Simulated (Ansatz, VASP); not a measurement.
## PtSe2 (Sudovikovite) in VASP and in Ansatz

```
Pt Se
1.0
     3.72400    0.00000    0.00000
    -1.86200    3.22508    0.00000
     0.00000    0.00000    5.06200
Pt Se
1 2
Cartesian
  0.0000 0.0000 0.0000
  0.0000 2.1501 1.2655
  1.8620 1.0750 3.7965
```

Alike in both runs: task single point; functional PBE; k mesh 9 × 9 × 6; no spin polarisation.

|  | VASP | Ansatz |
| --- | --- | --- |
| version | VASP 6.6.1 | Ansatz 0.2.0 |
| potentials or method | VASP PAW PBE potentials, release 64 (Pt, Se) | plane waves, PAW |
| plane-wave cutoff (eV) | 520 | 420 |
| occupations | methfessel-paxton of order 1, width 0.25 eV | cold, width 0.25 eV |
| valence electrons in the cell | 22 | 50 |

Ansatz gave:

| Property | Result |
| --- | --- |
| pressure (GPa) | 7.3 |
| largest component of the traceless stress (GPa) | 1.34 |

Question: What did VASP give for the same quantities?

Answer: Pressure (GPa): 7.3; largest component of the traceless stress (GPa): 1.32.

The two sets of potentials don't hold the same shells in valence.

Spin-orbit coupling is left out, which matters for the levels of Pt.
